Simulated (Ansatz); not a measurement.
Working through a scan of one input key of AgI, space group F-43m

Computed with the Ansatz DFT code, driven from Python.

Notebook, run cell by cell (the value of a cell's last expression is shown):

**Cell 1**
```python
import ansatz as az
from pymatgen.core import Lattice, Structure
from pymatgen.io.ase import AseAtomsAdaptor
```

**Cell 2**
```python
pmg_structure = Structure(
    Lattice([[0.0, 3.2365, 3.2365], [3.2365, 0.0, 3.2365], [3.2365, 3.2365, 0.0]]),
    ['Ag', 'I'],
    [
        [0.0, 0.0, 0.0],
        [0.25, 0.25, 0.25],
    ],
)
structure = az.Crystal.from_ase(AseAtomsAdaptor.get_atoms(pmg_structure))
```

**Cell 3**
```python
len(structure.resolved().sites)
```
Output:
```text
2
```

**Cell 4**
```python
base = (
    structure.calculation()
    .functional('lda')
    .basis(530)
    .kpoints(4, center='monkhorst-pack')
    .occupations('fixed')
    .band_table()
)
typed = base.input()
rows = []
for value in [2, 6, 12]:
    edited = typed.set(az.key.scf.n_extra_bands, value)
    rep = az.Session.from_dict(edited).plan().execute().report
    rows.append((value, rep['free_energy_ev'], rep['n_iterations'], len(rep['eigenvalues_ev'][0]) if 'eigenvalues_ev' in rep else 0))
print('   extra bands            F eV      iterations    bands listed')
for row in rows:
    print(f'{str(row[0]):>14s}  {row[1]:14.5f}  {row[2]:14d}  {row[3]:14d}')
print(edited.to_yaml())
```
Output:
```text
DeckWarning: crystal.symmetry: narrowed to the stabiliser of the k-point mesh — unitary ops 24 → 6; excluded 18 operations that carry a point of the 4×4×4 mesh (shift [0.5, 0.5, 0.5]) off the mesh (the run samples exactly the mesh kpoints.mp_grid names, as under crystal.symmetry.detect: false, and its converged state [...]
   extra bands            F eV      iterations    bands listed
             2    -14814.28505               6              20
             6    -14814.28505               6              24
            12    -14814.28505               6              30
crystal:
  lattice:
    - [0.0, 3.2365, 3.2365]
    - [3.2365, 0.0, 3.2365]
    - [3.2365, 3.2365, 0.0]
  atoms:
    - { symbol: Ag, position: [0.0, 0.0, 0.0] }
    - { symbol: I, position: [0.25, 0.25, 0.25] }
basis:
  ecutwfc: 530.0
kpoints:
  mp_grid:
    grid: [4, 4, 4]
    shift: [0.5, 0.5, 0.5]
hamiltonian:
  xc: lda
scf:
  occupations:
    method: fixed
  n_extra_bands: 12
output:
  eigenvalues: true
```

Caveats:
- The settings weren't tested for convergence.
- The k-point mesh is coarse, and energy and stress weren't tested for convergence.
- Of the deposited cell: the entry's cell lengths or inner coordinates differ somewhat from later room-temperature determinations.
- The structure is a deposited one; some such entries were measured under pressure or heat, so a shift against it needn't be the functional's error alone.
- Warnings are shown shortened and without file and line.
- Timing: 8.5 s on 1 thread of Arm Neoverse V2, with other jobs on the host, peak memory 0.45 GiB.
